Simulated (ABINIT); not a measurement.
## PbS (Galena): band structure with LDA

The system is PbS (Galena).

```
Pb S
1.0
     0.00000    2.96575    2.96575
     2.96575    0.00000    2.96575
     2.96575    2.96575    0.00000
Pb S
1 1
Direct
  0.00000 0.00000 0.00000
  0.50000 0.50000 0.50000
```

```json
{
  "Program": "ABINIT 10.8.3 (patched build)",
  "Task": "band structure",
  "Functional": "LDA",
  "Potentials or basis": "PseudoDojo NC SR LDA v0.4.1 standard",
  "Cutoff": "762 eV",
  "k mesh": "8 × 8 × 8",
  "Occupations": "fermi-dirac, width 0.05 eV",
  "Spin": "no spin polarisation"
}
```

```
Pressure                                              : -2.6 GPa
Band gap on the k mesh                                : 0.24 eV, direct
Band gap along the path                               : 0.24 eV, direct
Valence electrons inside the program's atomic spheres : Pb 10.04; S 3.82
```

Levels at the corners of the path, in eV from the valence-band top:
| point | band 8 | band 9 | band 10 | band 11 | band 12 | band 13 |
| --- | --- | --- | --- | --- | --- | --- |
| Γ | -2.12 | -2.12 | -2.12 | 5.09 | 5.09 | 5.09 |
| X | -5.22 | -3.42 | -3.42 | 3.77 | 5.50 | 5.58 |
| W | -4.43 | -4.43 | -0.98 | 2.07 | 4.60 | 4.60 |
| K | -4.79 | -2.91 | -2.50 | 3.26 | 4.04 | 4.99 |
| Γ | -2.12 | -2.12 | -2.12 | 5.09 | 5.09 | 5.09 |
| L | -1.72 | -1.72 | 0.00 | 0.24 | 1.86 | 1.86 |
| U | -4.79 | -2.91 | -2.50 | 3.26 | 4.04 | 4.99 |
| W | -4.43 | -4.43 | -0.98 | 2.07 | 4.60 | 4.60 |
| L | -1.72 | -1.72 | 0.00 | 0.24 | 1.86 | 1.86 |
| K | -4.79 | -2.91 | -2.50 | 3.26 | 4.04 | 4.99 |

It took 120 s on 1 thread of Arm Neoverse V1, with other jobs on the host, peak memory 0.12 GiB.

Caveat: spin-orbit coupling is left out, which as a rule narrows the gap of such compounds by several tenths of an eV.
